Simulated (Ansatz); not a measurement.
SnO2: course of a relaxation

The calculation used DFT PBE, scalar-relativistic, plane waves, PAW (Ansatz). Run with 420 eV cutoff, 8×8×8 k-mesh, Gaussian smearing of 0.02 eV, no spin polarisation.

What was changed in SiO2: Si → Sn on all its sites, cell and atoms relaxed.

Command:

```bash
ansatz run input.yaml --threads 1 --pin off --max-ram 2560MiB --backend cpu --events-out ev --progress --plain --runs-dir out
```

Input:

```yaml
crystal:
  lattice:
    - [-2.896138645, 2.896138645, 4.1000439941]
    - [2.896138645, -2.896138645, 4.1000439941]
    - [2.896138645, 2.896138645, -4.1000439941]
  atoms:
    - { symbol: Sn, position: [0.0, 0.0, 0.0] }
    - { symbol: Sn, position: [0.75, 0.25, 0.5] }
    - { symbol: O, position: [0.375, 0.2717455007, 0.3967455007] }
    - { symbol: O, position: [1.0217455007, 0.625, 0.8967455007] }
    - { symbol: O, position: [0.7282544993, 0.125, 0.1032544993] }
    - { symbol: O, position: [0.875, -0.0217455007, 0.6032544993] }
basis:
  ecutwfc: 420
kpoints:
  mp_grid: { grid: [8, 8, 8] }
hamiltonian:
  xc: pbe
scf:
  occupations: { method: gaussian, width: 0.02 }
output:
  forces: true
  stress: true
  eigenvalues: true
  write_density: true
  write_potential: true
  elf: true
  volumetric_format: npy
relax:
  adjacent_minimum: "off"
  f_tol: 0.01
  max_steps: 60
  cell: { stress_tol: 0.1 }
```

F is the free energy. Steps run on the plane waves of an earlier cell, but the last one, and at times one on the way, on a freshly chosen basis, so a repeated geometry can differ a little in energy.

Steps:

```tsv
step	F − F(1) (eV)	largest force component (eV/Å)	V (Å³/atom)	P (GPa)
1	0.0000	0.004	22.926	0.12
2	0.0011	0.010	23.025	-0.01
3	0.0020	0.005	23.098	-0.04
4	-0.0009	0.006	23.098	-0.01
```

Relaxed structure:

```xyz
6
Lattice="-2.9090 2.9090 4.0942 2.9090 -2.9090 4.0942 2.9090 2.9090 -4.0942" Properties=species:S:1:pos:R:3 pbc="T T T"
Sn    0.0000    0.0000    0.0000
Sn    0.0000    2.9090    2.0471
O     0.8415    1.4545    1.0236
O     1.4545    3.7505    3.0707
O    -1.4545    2.0675    3.0707
O    -0.8415    4.3635    1.0236
```

It takes space group I-42d (No. 122, tetragonal). Conventional cell: a = 5.818 Å, b = 5.818 Å, c = 8.188 Å, α = 90.00°, β = 90.00°, γ = 90.00°. Around Sn (site symmetry -4) lie 4 O at 1.97 Å. O (site symmetry 2) has 2 Sn at 1.97 Å as nearest neighbours.

The run converged. The run took 110 s on 1 thread of Arm Neoverse V1, with other jobs on the host, peak memory 0.48 GiB.